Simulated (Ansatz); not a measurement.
Ir, 2 atoms in the cell. It takes space group P6_3/mmc (No. 194, hexagonal). The conventional cell has a = 2.751 Å, b = 2.751 Å, c = 4.462 Å, α = 90.00°, β = 90.00°, γ = 120.00°. Ir (site symmetry -6m2) has 12 Ir at 2.74 to 2.75 Å as nearest neighbours. This isn't the form of Ir at room conditions, which is fcc.

- Program: Ansatz 0.2.0
- Task: relaxation of cell and atoms
- Functional: LDA
- Potentials or basis: all-electron LAPW, scalar-relativistic
- Basis error allowed: 0.001 eV/atom
- k mesh: 8 × 8 × 5
- Occupations: fermi-dirac, width 0.05 eV
- Spin: no spin polarisation

Potentials or basis: all-electron LAPW, scalar-relativistic.

Run with:

```sh
$ ansatz run input.yaml --threads 1 --pin off --max-ram 3072MiB --backend cpu --events-out ev --progress --plain --runs-dir out
```

Hardware: 1 thread of Intel(R) Xeon(R) Platinum 8259CL CPU @ 2.50GHz (Skylake/Cascade Lake), on a shared host.

Task: Estimate the wall time of this run.

Result: Wall time 73 s on 1 thread of Intel(R) Xeon(R) Platinum 8259CL CPU @ 2.50GHz (Skylake/Cascade Lake), on a shared host, peak memory 0.39 GiB. Counts: scf iterations 33, plane waves 325, k points 30, bands 50, ion steps 7.
